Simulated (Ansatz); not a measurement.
Crystal: SiC (Moissanite).

```
CELL_PARAMETERS angstrom
3.07600 0.00000 0.00000
-1.53800 2.66389 0.00000
0.00000 0.00000 5.04800
ATOMIC_POSITIONS crystal
Si 0.66667 0.33333 0.50000
Si 0.33333 0.66667 0.00000
C 0.66667 0.33333 0.88500
C 0.33333 0.66667 0.38500
```

- Program: Ansatz 0.2.0
- Task: relaxation of cell and atoms
- Functional: PBEsol
- Potentials or basis: Ansatz PAW
- Cutoff: 420 eV (not typed: the program's choice for these potentials)
- k mesh: 10 × 10 × 5
- Occupations: fermi-dirac, width 0.05 eV
- Spin: no spin polarisation

At the start: volume 10.34 Å³/atom.

Task: Where does the relaxation end?

Result: It ends after 5 steps; space group P6_3mc (No. 186, to 0.05 Å).

Step by step:
| step | energy change (eV) | largest force (eV/Å) | volume (Å³) |
| --- | --- | --- | --- |
| 1 | 0.0000 | 0.7473 | 41.36 |
| 2 | -0.0209 | 0.4436 | 41.37 |
| 3 | -0.0359 | 0.0009 | 41.34 |
| 4 | -0.0359 | 0.0003 | 41.35 |
| 5 | -0.0359 | 0.0003 | 41.35 |

Final structure:
```
CELL_PARAMETERS angstrom
3.07579 0.00000 0.00000
-1.53790 2.66371 0.00000
0.00000 0.00000 5.04756
ATOMIC_POSITIONS crystal
Si 0.66667 0.33333 0.50459
Si 0.33333 0.66667 0.00459
C 0.66667 0.33333 0.88041
C 0.33333 0.66667 0.38041
```

Caveat: the plane-wave basis is chosen anew once the cell has moved, so the energies of steps on either side of that aren't comparable; the PAW data sets come from PBE, with cores solved anew for the run's functional, which leaves a small shift of forces and pressure.
